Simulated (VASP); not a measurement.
# LiH (Fm-3m) in VASP: notebook

One crystal, LiH, is run at these levels: PBEsol, r2SCAN; tasks: single point.

All numbers are computed with VASP 6.6.1; they aren't measurements. Logs are shortened: lines on timing, memory, paths and dates and some standing lists are left out, and cuts for length are marked.

**1. The structure**

It takes space group Fm-3m (No. 225, cubic). The conventional cell has a = 3.973 Å, b = 3.973 Å, c = 3.973 Å, α = 90.00°, β = 90.00°, γ = 90.00°. Li (site symmetry m-3m) is surrounded by 6 H at 1.99 Å. Around H (site symmetry m-3m) lie 6 Li at 1.99 Å.

The cell is a database's computed one.

**2. Single point, PBEsol**

Contents of INCAR:

```
SYSTEM = LiH
PREC     = Accurate       ! precision mode
ENCUT    = 700            ! plane-wave cutoff, eV
EDIFF    = 1E-6           ! SCF threshold, eV
ISMEAR   = 0              ! smearing method
SIGMA    = 0.02           ! smearing width, eV
LREAL    = .False.        ! projectors in reciprocal space
LASPH    = .True.         ! aspherical terms in the spheres
NELM     = 80             ! most SCF steps
ALGO     = Fast           ! electronic algorithm
ISIF     = 2              ! what is computed and relaxed
LWAVE    = .False.        ! write WAVECAR
LCHARG   = .True.         ! write CHGCAR
GGA      = PS             ! functional
LELF     = .True.         ! ELF
LVHAR    = .True.
```

Contents of KPOINTS:

```
Automatic mesh
0
Gamma
  10 10 10
  0 0 0
```

Contents of POSCAR:

```
LiH
1.0
    0.0000000000      1.9866200000      1.9866200000
    1.9866200000      0.0000000000      1.9866200000
    1.9866200000      1.9866200000      0.0000000000
Li H
1 1
Direct
    0.0000000000      0.0000000000      0.0000000000
    0.5000000000      0.5000000000      0.5000000000
```

Potentials or basis: VASP PAW PBE potentials, release 64 (Li_sv, H).

On the command line:

```sh
> cat potpaw_PBE.64/Li_sv/POTCAR potpaw_PBE.64/H/POTCAR > POTCAR
> mpirun -np 1 vasp_std > vasp.out
```

OUTCAR:

```text
SYSTEM = LiH
   PREC = Accurate
   ENCUT = 700
   EDIFF = 1E-6
   ISMEAR = 0
   LREAL = .False.
   LASPH = .True.
   NELM = 80
   ISIF = 2
   GGA = PS

 ion  position               nearest neighbor table
   1  0.000  0.000  0.000-
   2  0.500  0.500  0.500-

  LATTYP: Found a face centered cubic cell.
 ALAT       =     3.9732400000

  Lattice vectors:

 A1 = (   0.0000000000,   1.9866200000,   1.9866200000)
 A2 = (   1.9866200000,   0.0000000000,   1.9866200000)
 A3 = (   1.9866200000,   1.9866200000,   0.0000000000)

Analysis of symmetry for initial positions (statically):
=====================================================================
 Subroutine PRICEL returns:
 Original cell was already a primitive cell.

 Routine SETGRP: Setting up the symmetry group for a
 face centered cubic supercell.

 Subroutine GETGRP returns: Found 48 space group operations
 (whereof 48 operations were pure point group operations)
 out of a pool of 48 trial point group operations.

The static configuration has the point symmetry O_h .

Analysis of symmetry for dynamics (positions and initial velocities):
=====================================================================
 Subroutine PRICEL returns:
 Original cell was already a primitive cell.

 Routine SETGRP: Setting up the symmetry group for a
 face centered cubic supercell.

 Subroutine GETGRP returns: Found 48 space group operations
 (whereof 48 operations were pure point group operations)
 out of a pool of 48 trial point group operations.

The dynamic configuration has the point symmetry O_h .

 Subroutine INISYM returns: Found 48 space group operations
 (whereof 48 operations are pure point group operations),
 and found     1 'primitive' translations

----------------------------------------------------------------------------------------

                                     Primitive cell

  volume of cell :      15.6810

  direct lattice vectors                    reciprocal lattice vectors
     0.000000000  1.986620000  1.986620000    -0.251683764  0.251683764  0.251683764
     1.986620000  0.000000000  1.986620000     0.251683764 -0.251683764  0.251683764
     1.986620000  1.986620000  0.000000000     0.251683764  0.251683764 -0.251683764

  length of vectors
     2.809504947  2.809504947  2.809504947     0.435929067  0.435929067  0.435929067

  position of ions in fractional coordinates (direct lattice)
     0.000000000  0.000000000  0.000000000
[... 68 lines left out ...]
 SYSTEM =  LiH
   PREC   = accura    normal or accurate (medium, high low for compatibility)
   ISTART =      0    job   : 0-new  1-cont  2-samecut
   ICHARG =      2    charge: 1-file 2-atom 10-const
   ISPIN  =      1    spin polarized calculation?
   LNONCOLLINEAR =      F non collinear calculations
   LSORBIT =      F    spin-orbit coupling
   LASPH  =      T    aspherical Exc in radial PAW
   ENCUT  =  700.0 eV  51.45 Ry    7.17 a.u.   6.06  6.06  6.06*2*pi/ulx,y,z
   NELM   =     80;   NELMIN=  2; NELMDL= -5     # of ELM steps
   EDIFF  = 0.1E-05   stopping-criterion for ELM
   LREAL  =      F    real-space projection
[... 7 lines left out ...]
   TEBEG  =    0.0;   TEEND  =   0.0 temperature during run
   PSTRESS=    0.0 pullay stress
   NELECT =       4.0000    total number of electrons
   NUPDOWN=      -1.0000    fix difference up-down
   EMIN   =  10.00;   EMAX   =-10.00  energy-range for DOS
   EFERMI =   0.00;   METHOD = LEGACY
   ISMEAR =     0;   SIGMA  =   0.02  broadening in eV -4-tet -1-fermi 0-gaus
   EFERMI_NEDOS =   21; number of points for ismear=-14 and -15
   IALGO  =     68    algorithm
   IMIX   =      4    mixing-type and parameters
     AMIX     =   0.40;   BMIX     =  1.00
     AMIX_MAG =   1.60;   BMIX_MAG =  1.00
  volume/ion in A,a.u.               =       7.84        52.91
  Fermi-wavevector in a.u.,A,eV,Ry     =   1.038253  1.962014 14.666674  1.077970
  Thomas-Fermi vector in A             =   2.172729
   LORBIT       =      0    0 simple, 1 ext, 2 COOP (PROOUT), +10 PAW based schemes
   GGA     = PS    functional components
   LHFCALC =     F    Hartree Fock is set to
   AEXX    =    0.0000 exact exchange contribution
   IVDW    =     0    specifies the selected vdW correction
   LEPSILON=     F    determine dielectric tensor
   LRPA    =     F    only Hartree local field effects (RPA)
 non-spin polarized calculation
 RMM-DIIS sequential band-by-band and
 Gauss-broadening in eV      SIGMA  =   0.02
  energy-cutoff  :      700.00
  volume of cell :       15.68
 maximum number of plane-waves:       678
   NGX = 13   NGY = 13   NGZ = 13

 number of electron       3.9999998 magnetization

 Free energy of the ion-electron system (eV)
  ---------------------------------------------------
  ext. energy  EPLUGINS =         0.00000000
  ---------------------------------------------------
  free energy    TOTEN  =        -6.12128549 eV

  energy without entropy =       -6.12128549  energy(sigma->0) =       -6.12128549

 E-fermi :   0.4765     XC(G=0):  -8.6980

 val. band max:        0.2805209501   @ k =   0.5000   0.5000   0.0000
 cond. band min:       3.0063219508   @ k =   0.5000   0.5000   0.0000
 fundamental gap:      2.7258010006
 Fermi energy:         0.4765429981

 k-point     1 :       0.0000    0.0000    0.0000
  band No.  band energies     occupation
      1     -43.3898      2.00000
      2      -5.3686      2.00000
      3      16.7189      0.00000
      4      18.2763      0.00000
      5      18.2763      0.00000
      6      18.2763      0.00000
[... 199 lines left out ...]
 k-point    24 :       0.4000    0.3000    0.0000
  band No.  band energies     occupation
      1     -43.3320      2.00000
      2      -2.1823      2.00000
      3       6.9053      0.00000
      4      10.6686      0.00000
      5      12.0343      0.00000
      6      16.4974      0.00000

 [... further k-points ...]
[... 5 lines left out ...]
  --------------------------------------------------------------------------------------
  -------------------------------------------------------------------------------------
  Total        0.0020398      0.0020398      0.0020398     -0.0000000     -0.0000000      0.0000000
  in kB        0.2084119      0.2084119      0.2084119     -0.0000000     -0.0000000      0.0000000
  external PRESSURE =       0.2084119 kB  Pullay stress =       0.0000000 kB

 VOLUME and BASIS-vectors are now :
 -----------------------------------------------------------------------------
  energy-cutoff  :      700.00
  volume of cell :       15.68
      direct lattice vectors                 reciprocal lattice vectors
     0.000000000  1.986620000  1.986620000    -0.251683764  0.251683764  0.251683764
     1.986620000  0.000000000  1.986620000     0.251683764 -0.251683764  0.251683764
     1.986620000  1.986620000  0.000000000     0.251683764  0.251683764 -0.251683764

 POSITION                                       TOTAL-FORCE (eV/Angst)
 -----------------------------------------------------------------------------------
      0.00000      0.00000      0.00000         0.000000     -0.000000      0.000000
      1.98662      1.98662      1.98662        -0.000000      0.000000      0.000000
 -----------------------------------------------------------------------------------
    total drift:                                0.000000     -0.000000     -0.000000

  FREE ENERGIE OF THE ION-ELECTRON SYSTEM (eV)
  ---------------------------------------------------
  free  energy   TOTEN  =        -6.1212854910 eV

  energy  without entropy=       -6.1212854910  energy(sigma->0) =       -6.12128549
```

stdout:

```text
POSCAR found type information on POSCAR LiH
 POSCAR found :  2 types and       2 ions
 scaLAPACK will be used
 -----------------------------------------------------------------------------
|                                                                             |
|                                                                             |
|     You enforced a specific xc type in the INCAR file but a different       |
|     I HOPE YOU KNOW WHAT YOU ARE DOING!                                     |
|                                                                             |
 -----------------------------------------------------------------------------

 LDA part: xc-table for (Slater+PW92), standard interpolation
 POSCAR, INCAR and KPOINTS ok, starting setup
 FFT: planning ... GRIDC
 FFT: planning ... GRID_SOFT
 FFT: planning ... GRID
 WAVECAR not read
 entering main loop
WARNING in EDDRMM: call to ZHEGV failed, returncode =   8  4      6
```

It took 3.5 s on 1 thread of Intel Xeon 6975P-C (Granite Rapids), shared host; peak memory 0.13 GiB.

What came out:

```yaml
Free_energy: -6.1213 eV
Pressure: 0.0 GPa
Band_gap_on_the_k_mesh: 2.73 eV, direct
```

Levels at points of the mesh, in eV from the valence-band top:
```csv
k point,band 1,band 2,band 3,band 4,band 5,band 6
"(0.00, 0.00, 0.00)",-43.67,-5.65,16.44,18.00,18.00,18.00
"(0.50, 0.00, 0.00)",-43.62,-2.78,4.76,13.80,16.54,16.54
"(0.50, 0.50, 0.00)",-43.60,0.00,2.73,10.75,10.75,13.85
```

Caveat: the PAW data sets were made with another functional, which shifts forces and pressure a little.

**3. Single point, PBEsol**

INCAR, as its differences from that of step 2:

```diff
@@ -2,3 +2,3 @@
 PREC     = Accurate       ! precision mode
-ENCUT    = 700            ! plane-wave cutoff, eV
+ENCUT    = 520            ! plane-wave cutoff, eV
 EDIFF    = 1E-6           ! SCF threshold, eV
```

Contents of KPOINTS:

```
Automatic mesh
0
Gamma
  16 16 16
  0 0 0
```

POSCAR is that of step 2.

Potentials or basis: VASP PAW PBE potentials, release 64 (Li_sv, H).

On the command line:

```sh
> cat potpaw_PBE.64/Li_sv/POTCAR potpaw_PBE.64/H/POTCAR > POTCAR
> mpirun -np 1 vasp_std > vasp.out
```

Run time: 7.8 s. Hardware: 1 thread of Intel Xeon 6975P-C (Granite Rapids), shared host; peak memory 0.13 GiB.

Results (log left out):

* Free energy: -6.1203 eV
* Band gap on the k mesh: 2.72 eV, direct

Levels at points of the mesh, in eV from the valence-band top:
```
           k point  band 1  band 2  band 3  band 4  band 5  band 6
(0.00, 0.00, 0.00)  -43.68   -5.64   16.45   17.99   17.99   17.99
(0.50, 0.00, 0.00)  -43.63   -2.78    4.77   13.80   16.53   16.53
(0.50, 0.50, 0.00)  -43.61    0.00    2.72   10.75   10.75   13.85
```

Caveat: the cutoff is under 1.25 times the usual one of these potentials, so pressure, stress and relaxed cells hold a basis-set (Pulay) error; the PAW data sets were made with another functional, which shifts forces and pressure a little.

(Part 1 of 2 ends here.)
